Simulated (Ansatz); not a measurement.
Ansatz input file:

```yaml
crystal:
  lattice:
    - [3.2517897444, 0.0, 0.0]
    - [0.0, 3.2517897444, 0.0]
    - [0.0, 0.0, 24.7553692333]
  atoms:
    - { symbol: Ti, position: [0.5, 0.5, 0.3029645783] }
    - { symbol: Ti, position: [0.0, 0.0, 0.3686430522] }
    - { symbol: Ti, position: [0.5, 0.5, 0.4343215261] }
    - { symbol: Ti, position: [0.0, 0.0, 0.5] }
    - { symbol: Ti, position: [0.5, 0.5, 0.5656784739] }
    - { symbol: Ti, position: [0.0, 0.0, 0.6313569478] }
    - { symbol: Ti, position: [0.5, 0.5, 0.6970354217] }
basis:
  ecutwfc: 500
kpoints:
  mp_grid: { grid: [5, 5, 1] }
hamiltonian:
  xc: r2scan
scf:
  occupations: { method: gaussian, width: 0.1 }
output:
  forces: true
  stress: true
  eigenvalues: true
efield:
  axis: 3
  dipole_correction: true
  ramp_width: 0.04
```

Command:
```bash
ansatz run input.yaml --threads 1 --pin off --max-ram 2560MiB --backend cpu --events-out ev --progress --plain --runs-dir out
```

The calculation used DFT r2SCAN, scalar-relativistic, plane waves, PAW (Ansatz 0.2.0).

Abridged output (iterations and final results):

```
SCF iter   1: F=—  HF=-17527.362606 eV  |F-HF|=—  |Δ(HF+E_count)|=         —  Δρ=1.93e-2  dr2=1.02e1  dr2_τ=9.93e-2  ethr=1.77e-3  p=0.000 e·Å  D=1.44e-13 V/Å  ΔV_dip= 0.00 eV  dr2_dipole=8.24e-6  V_vac-E_F(+/−)=3.40/3.40 eV  ⟨swp⟩=9.2  Hψ=1389  notcnv=0
efield: sawtooth ramp at fractional position 0.9800 (placed from the atoms, in the widest stretch of the axis that holds none; the zero of the levels goes with the place), width 0.0400; the density the first Hamiltonian is built on has a dipole p = 0.000 e·Å; the dipole correction subtracts the counter field D = 1.44e-13 V/Å, which shifts the + side's vacuum level by  0.00 eV against the − side's; the planar-averaged density in the ramp window peaks in size at 1.0e-4 e/Å³
SCF iter   2: F=—  HF=-17527.302209 eV  |F-HF|=—  |Δ(HF+E_count)|=   6.04e-2  Δρ=9.10e-3  dr2=7.00e-1  dr2_τ=2.73e-2  ethr=1.77e-3  p= 0.000 e·Å  D=-3.76e-5 V/Å  ΔV_dip=0.00 eV  dr2_dipole=3.94e-6  V_vac-E_F(+/−)=3.25/3.25 eV  ⟨swp⟩=4.0  Hψ=705  notcnv=0  defer=7
SCF iter   3: F=—  HF=-17527.340032 eV  |F-HF|=—  |Δ(HF+E_count)|=   3.78e-2  Δρ=5.18e-3  dr2=1.64e-1  dr2_τ=5.81e-3  ethr=8.33e-4  p= 0.000 e·Å  D=-8.57e-6 V/Å  ΔV_dip=0.00 eV  dr2_dipole=2.07e-6  V_vac-E_F(+/−)=3.22/3.22 eV  ⟨swp⟩=2.5  Hψ=485  notcnv=0  defer=7
SCF iter   4: F=—  HF=-17527.324375 eV  |F-HF|=—  |Δ(HF+E_count)|=   1.57e-2  Δρ=1.02e-3  dr2=4.06e-3  dr2_τ=1.25e-4  ethr=1.95e-4  p= 0.000 e·Å  D=-1.01e-5 V/Å  ΔV_dip=0.00 eV  dr2_dipole=1.46e-6  V_vac-E_F(+/−)=3.22/3.22 eV  ⟨swp⟩=2.0  Hψ=419  notcnv=0  defer=7
SCF iter   5: F=—  HF=-17527.325586 eV  |F-HF|=—  |Δ(HF+E_count)|=   1.21e-3  Δρ=4.12e-4  dr2=4.81e-4  dr2_τ=1.14e-5  ethr=4.84e-6  p= 0.000 e·Å  D=-3.55e-6 V/Å  ΔV_dip=0.00 eV  dr2_dipole=5.31e-8  V_vac-E_F(+/−)=3.23/3.23 eV  ⟨swp⟩=2.7  Hψ=400  notcnv=0  defer=7
SCF iter   6: F=—  HF=-17527.325674 eV  |F-HF|=—  |Δ(HF+E_count)|=   8.84e-5  Δρ=1.40e-4  dr2=5.87e-5  dr2_τ=1.28e-6  ethr=5.73e-7  p=0.000 e·Å  D=9.60e-7 V/Å  ΔV_dip= 0.00 eV  dr2_dipole=1.72e-9  V_vac-E_F(+/−)=3.23/3.23 eV  ⟨swp⟩=2.8  Hψ=536  notcnv=0  defer=7
SCF iter   7: F=—  HF=-17527.325854 eV  |F-HF|=—  |Δ(HF+E_count)|=   1.79e-4  Δρ=5.11e-5  dr2=7.07e-6  dr2_τ=3.66e-7  ethr=6.98e-8  p=0.000 e·Å  D=9.50e-7 V/Å  ΔV_dip= 0.00 eV  dr2_dipole=5.33e-10  V_vac-E_F(+/−)=3.24/3.24 eV  ⟨swp⟩=2.3  Hψ=464  notcnv=0  defer=7
SCF iter   8: F=—  HF=-17527.325855 eV  |F-HF|=—  |Δ(HF+E_count)|=   1.32e-6  Δρ=2.03e-5  dr2=1.92e-6  dr2_τ=5.13e-8  ethr=8.42e-9  p=0.000 e·Å  D=5.76e-7 V/Å  ΔV_dip= 0.00 eV  dr2_dipole=2.16e-10  V_vac-E_F(+/−)=3.24/3.24 eV  ⟨swp⟩=2.0  Hψ=475  notcnv=0  defer=7
SCF iter   9: F=—  HF=-17527.325855 eV  |F-HF|=—  |Δ(HF+E_count)|=   3.69e-7  Δρ=8.80e-6  dr2=8.54e-7  dr2_τ=7.94e-9  ethr=2.29e-9  p=0.000 e·Å  D=3.06e-7 V/Å  ΔV_dip= 0.00 eV  dr2_dipole=2.38e-12  V_vac-E_F(+/−)=3.24/3.24 eV  ⟨swp⟩=2.0  Hψ=366  notcnv=0  defer=7
SCF iter  10: F=—  HF=-17527.325855 eV  |F-HF|=—  |Δ(HF+E_count)|=   1.06e-7  Δρ=4.71e-6  dr2=1.92e-7  dr2_τ=2.76e-9  ethr=1.02e-9  p=0.000 e·Å  D=1.17e-7 V/Å  ΔV_dip= 0.00 eV  dr2_dipole=1.93e-12  V_vac-E_F(+/−)=3.24/3.24 eV  ⟨swp⟩=1.8  Hψ=348  notcnv=0  defer=7
SCF iter  11: F=-17527.325855 eV  HF=-17527.325855 eV  |F-HF|=2.83e-8  |Δ(HF+E_count)|=   5.50e-9  Δρ=2.35e-6  dr2=3.76e-8  dr2_τ=2.77e-10  ethr=1.19e-10  p=0.000 e·Å  D=5.66e-8 V/Å  ΔV_dip= 0.00 eV  dr2_dipole=5.81e-13  V_vac-E_F(+/−)=3.24/3.24 eV  ⟨swp⟩=9.8  Hψ=1163  notcnv=0
SCF 1 converged in 11 iterations: F = -17527.325855 eV  dr2 = 3.76e-8
SCF converged after 11 iterations
Free energy (F): -17527.325855 eV
Harris-Foulkes:  -17527.325855 eV  (|F-HF|=2.83e-8)
Internal energy: -17527.224785 eV  (E = F + TS)
E sigma→0 (E₀):  -17527.275320 eV
Entropy (-TS):   -0.101071 eV (-14.439 meV/atom)
Fermi energy:    4.489742 eV
Dipole field:    D = 0.000001 V/Å  (p = 0.000001 e·Å, saw-weighted, corrected)
Work function:   Φ+ = 3.2423 eV   Φ− = 3.2424 eV
Levels:          The Fermi level and band energies are counted from a zero that moves with the ramp; work functions are not
--- Per-component energies (eV) ---
  E_band       = -1925.057112
  E_kinetic    = 1900.306659
  E_local      = -78996.302326  (includes V_loc(G=0)·N_el)
  E_nonlocal   = 55.519485
  E_hartree    = 38618.150586
  E_xc         = -644.833802
  E_vxc        = -922.318226  (∫ρ·V_xc dr)
  E_paw        = -7398.217754  (= ΣΔE_a)
  E_vpaw       = -1262.700173  (= ΣTr[D̂ρ^β])
  E_aug_tail   = 0.000640  (compensation charges beyond the density's cutoff)
  E_vtau       = 64.112189  (kinetic-family band-sum trace: ∫τ·v_τ [+ j·A + Jᵃ·Aᵃ] dr)
  E_efield     = 0.000000  (sawtooth field / dipole correction)
  E_vefield    = 0.000000  (∫n·V_field dr)
  E_ewald      = 28939.925927
  E_core_change = -1.774200  (= ΣΔE_core)
  E_smearing   = -0.101071  (= −TS)
--- Forces (eV/Å), atoms counted from 1 ---
  atom   1  Ti     0.00000000     0.00000000     0.53367774
  atom   2  Ti     0.00000000     0.00000000    -0.49248733
  atom   3  Ti     0.00000000     0.00000000     0.03723467
  atom   4  Ti     0.00000000     0.00000000     0.00000036
  atom   5  Ti     0.00000000     0.00000000    -0.03723443
  atom   6  Ti     0.00000000     0.00000000     0.49248632
  atom   7  Ti     0.00000000     0.00000000    -0.53367797
--- Stress (GPa, compression-positive) ---
       -3.148965       0.000000       0.000000
        0.000000      -3.148965       0.000000
        0.000000       0.000000      -1.300525
  P = ⅓ Tr σ = -2.5328 GPa (-25.328 kbar)
--- Band table (eV; the first three rows and the last of 6) ---
  k-point 0: bands = ["-55.0035", "-55.0035", "-54.3910", "-54.3522", "-54.2861", "-54.2319", "-54.1808", "-30.3107", "-30.3106", "-30.0954", "-30.0954", "-30.0953", "-30.0953", "-29.6789", "-29.6558", "-29.6324", "-29.6324", "-29.5594", "-29.5398", "-29.5398", "-29.4094", "-29.4094", "-29.4066", "-29.3010", "-29.3010", "-29.2552", "-29.2141", "-29.2141", "-1.6114", "-0.8371", "0.2434", "1.3809", "2.2633", "2.3262", "2.3545", "2.5059", "2.7834", "3.4588", "4.3530", "4.7492", "4.7613", "5.4375", "5.4946", "5.4946", "5.5192", "5.5192", "5.6222", "5.6222", "5.7141", "5.8670", "5.8670"]
  k-point 1: bands = ["-54.9981", "-54.9981", "-54.3683", "-54.3382", "-54.2833", "-54.2399", "-54.1967", "-30.3147", "-30.3145", "-30.1489", "-30.1487", "-30.0842", "-30.0841", "-29.7418", "-29.7297", "-29.6283", "-29.6194", "-29.5912", "-29.5174", "-29.4904", "-29.4667", "-29.4101", "-29.3438", "-29.3397", "-29.3233", "-29.2517", "-29.2376", "-29.2251", "-0.9240", "-0.2024", "0.7830", "1.7745", "2.5192", "2.6198", "2.7060", "2.7610", "3.0787", "3.6253", "4.2253", "4.6376", "4.7648", "4.9274", "4.9870", "5.0498", "5.1752", "5.3354", "5.4061", "5.7461", "5.7489", "5.7625", "5.7662"]
  k-point 2: bands = ["-54.9893", "-54.9893", "-54.3139", "-54.3053", "-54.2789", "-54.2630", "-54.2397", "-30.3248", "-30.3241", "-30.2298", "-30.2293", "-30.0660", "-30.0660", "-29.8319", "-29.8151", "-29.6943", "-29.6505", "-29.5224", "-29.4846", "-29.4578", "-29.4537", "-29.4117", "-29.3829", "-29.3521", "-29.3497", "-29.3210", "-29.2330", "-29.2262", "0.8064", "1.2818", "1.7666", "2.1304", "2.3943", "2.5506", "2.6355", "3.6785", "3.8687", "4.3565", "4.3804", "4.4038", "4.4892", "4.6660", "4.7234", "4.8002", "4.9205", "4.9442", "5.3246", "5.4380", "5.4976", "5.9241", "5.9652"]
  k-point 5: bands = ["-54.9792", "-54.9792", "-54.2876", "-54.2860", "-54.2692", "-54.2622", "-54.2452", "-30.2847", "-30.2845", "-30.2204", "-30.2199", "-30.2111", "-30.2110", "-29.8220", "-29.8035", "-29.7320", "-29.6844", "-29.6324", "-29.5390", "-29.5029", "-29.4983", "-29.4714", "-29.4137", "-29.3960", "-29.3490", "-29.3209", "-29.2591", "-29.2310", "1.9306", "2.3802", "2.5873", "2.9597", "3.3750", "3.5370", "3.6112", "3.7177", "3.7841", "3.8457", "3.9049", "3.9434", "3.9877", "4.0124", "4.1385", "4.1710", "4.2781", "4.5682", "4.5790", "5.9675", "5.9683", "5.9727", "6.0356"]
```

The run converged.

It took 7.5 s on 1 thread of AMD EPYC 9R45 96-Core Processor (Zen 5) (shared host), peak memory 0.9 GiB.